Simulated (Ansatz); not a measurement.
Runs of Ansatz 0.2.0 on Sb. It takes space group I4/mmm (No. 139, tetragonal). Conventional cell: a = 3.153 Å, b = 3.153 Å, c = 5.424 Å, α = 90.00°, β = 90.00°, γ = 90.00°. Around Sb (site symmetry 4/mmm) lie 12 Sb at 3.15 to 3.51 Å. This isn't the form of Sb at room conditions, which is rhombohedral.

```tsv
task	level	cell	cutoff (eV)	smearing	gap on the mesh (eV)	pressure (GPa)
single point	LDA	as given	186	gaussian 0.02 eV	none	(a)
single point	PBE	as given	185	gaussian 0.05 eV	none	1.8
single point	PBEsol	as given	185	gaussian 0.05 eV	none	-1.3
relaxation of cell and atoms	PBE	relaxed from: volume scaled by 0.92	-	gaussian 0.05 eV	-	0.0
```

Alike in all rows: potentials or basis all-electron LAPW, scalar-relativistic; no spin polarisation; k mesh 12 × 12 × 12; basis error allowed 0.001 eV/atom.

**Question.** Estimate the missing entries.

**Answer.** (a) -2.4.

A k mesh can miss the band edges, and the runs leave out spin-orbit coupling on Sb.

A gap of «none» marks a metal or a gap under the smearing width.
